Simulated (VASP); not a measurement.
A run of VASP 6.6.1:

Contents of INCAR:

```
SYSTEM = FeSi
PREC = Accurate
ENCUT = 600
EDIFF = 1E-6
ISMEAR = 0
SIGMA = 0.03
LREAL = .False.
LASPH = .True.
NELM = 150
ALGO = Normal
ISIF = 2
LWAVE = .False.
LCHARG = .False.
ISPIN = 2
MAGMOM = 2.5 2.5 2.5 2.5 0 0 0 0
LORBIT = 11
LMAXMIX = 4
METAGGA = R2SCAN
LMIXTAU = .True.
NBANDS = 38
AMIX = 0.2
BMIX = 1E-4
AMIX_MAG = 0.8
BMIX_MAG = 1E-4
KPAR = 4
```

File KPOINTS:

```
regular mesh
0
Gamma
  8 8 8
  0 0 0
```

POSCAR

```
FeSi
1.0
    4.5507000000      0.0000000000      0.0000000000
    0.0000000000      4.5507000000      0.0000000000
    0.0000000000      0.0000000000      4.5507000000
Fe Si
4 4
Direct
    0.1365200000      0.1365200000      0.1365200000
    0.3634800000      0.8634800000      0.6365200000
    0.6365200000      0.3634800000      0.8634800000
    0.8634800000      0.6365200000      0.3634800000
    0.8424000000      0.8424000000      0.8424000000
    0.6576000000      0.1576000000      0.3424000000
    0.3424000000      0.6576000000      0.1576000000
    0.1576000000      0.3424000000      0.6576000000
```

Potentials or basis: VASP PAW PBE potentials, release 64 (Fe, Si).

The run is started by

```console
$ cat potpaw_PBE.64/Fe/POTCAR potpaw_PBE.64/Si/POTCAR > POTCAR
$ mpirun -np 4 vasp_std > vasp.out
```

Hardware: 4 MPI ranks on Intel(R) Xeon(R) Platinum 8375C CPU @ 2.90GHz (Ice Lake) (shared host).

Problem. How long does it take, and how much memory?

Solution. Run time: 3.1 min on 4 MPI ranks on Intel(R) Xeon(R) Platinum 8375C CPU @ 2.90GHz (Ice Lake), on a shared host, peak memory 0.45 GiB a rank. Counts: scf iterations 17, k points 45.
